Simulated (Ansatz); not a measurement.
# BaTiO3: response to strain

Aim: deform BaTiO3 (equal xx and yy strain of -1 %) and compute stress, forces and field gradients with LAPW, PAW and all-electron datasets made for the crystal.

Program: Ansatz 0.2.0. Level of theory: DFT PBEsol, scalar-relativistic. These are calculated values, not measurements.

## 1. The structure to begin with

It takes space group P4/mmm (No. 123, tetragonal). The conventional cell has a = 4.000 Å, b = 4.000 Å, c = 4.018 Å, α = 90.00°, β = 90.00°, γ = 90.00°. Ba (site symmetry 4/mmm) is surrounded by 12 O at 2.83 Å. Ti (site symmetry 4/mmm) has 6 O at 2.00 to 2.01 Å as nearest neighbours. Around O (site symmetry 4/mmm) lie 2 Ti at 2.01 Å and 4 Ba at 2.83 Å. Around O (site symmetry mmm) lie 2 Ti at 2.00 Å and 4 Ba at 2.83 Å.

Coordinates:

```
Ba Ti O
1.0
     3.99980    0.00000    0.00000
     0.00000    3.99980    0.00000
     0.00000    0.00000    4.01800
Ba Ti O
1 1 3
Direct
  0.00000 0.00000 0.00000
  0.50000 0.50000 0.50000
  0.50000 0.50000 0.00000
  0.50000 0.00000 0.50000
  0.00000 0.50000 0.50000
```

Atoms are numbered in the order of the input: Ba1, Ti2, O3, O4, O5.

## 2. The deformed structure

Space group P4/mmm before, P4/mmm after.

## 3. LAPW, all electrons

input.yaml reads:

```yaml
crystal:
  lattice:
    - [3.959802, 0.0, 0.0]
    - [0.0, 3.959802, 0.0]
    - [0.0, 0.0, 4.018]
  atoms:
    - { symbol: Ba, position: [0.0, 0.0, 0.0] }
    - { symbol: Ti, position: [0.5, 0.5, 0.5] }
    - { symbol: O, position: [0.5, 0.5, 0.0] }
    - { symbol: O, position: [0.5, 0.0, 0.5] }
    - { symbol: O, position: [0.0, 0.5, 0.5] }
kpoints:
  mp_grid: { grid: [7, 7, 7] }
  band_path:
    path:
      - [0.0, 0.0, 0.0]
      - [0.0, 0.5, 0.0]
      - [0.5, 0.5, 0.0]
      - [0.0, 0.0, 0.0]
      - [0.0, 0.0, 0.5]
      - [0.0, 0.5, 0.5]
      - [0.5, 0.5, 0.5]
      - [0.0, 0.0, 0.5]
      - [0.0, 0.5, 0.0]
    npoints: 5
scf:
  occupations: { method: fermi_dirac, width: 0.03 }
hamiltonian:
  xc: pbesol
  pseudopotentials: { kind: all_electron, lapw: { basis_error: 0.001 } }
output:
  forces: true
  stress: true
  eigenvalues: true
```

Started as:

```bash
$ ansatz run input.yaml --threads 2 --pin off --max-ram 8192MiB --backend cpu --events-out ev --progress --plain --runs-dir out
```

## 4. PAW with frozen cores

input.yaml reads:

```yaml
crystal:
  lattice:
    - [3.959802, 0.0, 0.0]
    - [0.0, 3.959802, 0.0]
    - [0.0, 0.0, 4.018]
  atoms:
    - { symbol: Ba, position: [0.0, 0.0, 0.0] }
    - { symbol: Ti, position: [0.5, 0.5, 0.5] }
    - { symbol: O, position: [0.5, 0.5, 0.0] }
    - { symbol: O, position: [0.5, 0.0, 0.5] }
    - { symbol: O, position: [0.0, 0.5, 0.5] }
kpoints:
  mp_grid: { grid: [7, 7, 7] }
scf:
  occupations: { method: fermi_dirac, width: 0.03 }
hamiltonian:
  xc: pbesol
  pseudopotentials: { kind: paw }
output:
  forces: true
  stress: true
  eigenvalues: true
  efg: { contact_densities: true }
```

## 5. Datasets made for this crystal

Edit input.yaml of step 4 so:

```diff
@@ -17,3 +17,3 @@
   xc: pbesol
-  pseudopotentials: { kind: paw }
+  pseudopotentials: { kind: all_electron, datasets: crystal }
 output:
```

(Steps that only read results are left out.)

Q: Predict the outcome of this session. Wanted: pressure; largest shear or deviatoric stress.

**Answer**, as computed:

| quantity | value |
| --- | --- |
| pressure | LAPW -1.18, PAW -1.19, crystal datasets -1.18 GPa |
| largest shear or deviatoric stress (LAPW) | 1.92 GPa |

What this shows: The largest part of the stress beyond the pressure is 1.92 GPa in size, in the zz component; the atoms are carried along and not relaxed. No run of the undeformed cell stands beside it, so the pressure holds what the given cell had before the change. PAW: stress within 0.01 GPa of LAPW. Crystal datasets: stress within 0.01 GPa of LAPW. Spin-orbit coupling is left out, though the cell holds Ba; in elements this heavy it can shift bands and gaps by tenths of an eV.

The gaps are Kohn-Sham values of a semilocal functional, not quasiparticle or optical gaps. Such gaps usually fall short of the measured ones.
